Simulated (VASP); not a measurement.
CdTe, 2 atoms in the cell. The cell holds a sheet with vacuum, 2 atoms: a = 3.038 Å, b = 3.038 Å, c = 31.570 Å, α = 90.00°, β = 90.00°, γ = 90.00°. The cell was built by a generator and needn't be a form met in nature.

| Item | Value |
| --- | --- |
| Program | VASP 6.6.1 |
| Task | relaxation of the atoms |
| Functional | HSE06 |
| Dispersion | TS |
| Potentials or basis | VASP PAW PBE potentials, release 64 (Cd, Te) |
| Cutoff | 520 eV |
| k mesh | 5 × 5 × 1 |
| Occupations | fermi-dirac, width 0.05 eV |
| Spin | no spin polarisation |
| Dipole correction | yes |
| Grid for exact exchange (PRECFOCK) | Fast |
| Screening parameter | 0.2 1/A |
| Further INCAR settings | ALGO = Normal; EDIFF = 1e-07; IBRION = 2; EDIFFG = -0.01; NSW = 60 |

Potentials or basis: VASP PAW PBE potentials, release 64 (Cd, Te).

The run is started by

```sh
$ cat potpaw_PBE.64/Cd/POTCAR potpaw_PBE.64/Te/POTCAR > POTCAR
$ cp INCAR.step1 INCAR
$ mpirun -np 1 vasp_std > vasp.out
$ cp INCAR.step2 INCAR
$ mpirun -np 1 vasp_std > vasp.out
```

Hardware: 1 thread of AMD EPYC 7R13 Processor (Zen 3), with other jobs on the host.

Task: How long does it take, and how much memory?

Result: Wall time 54 min on 1 thread of AMD EPYC 7R13 Processor (Zen 3) (shared host), peak memory 0.48 GiB. Counts: scf iterations 170, k points 6, ion steps 5.
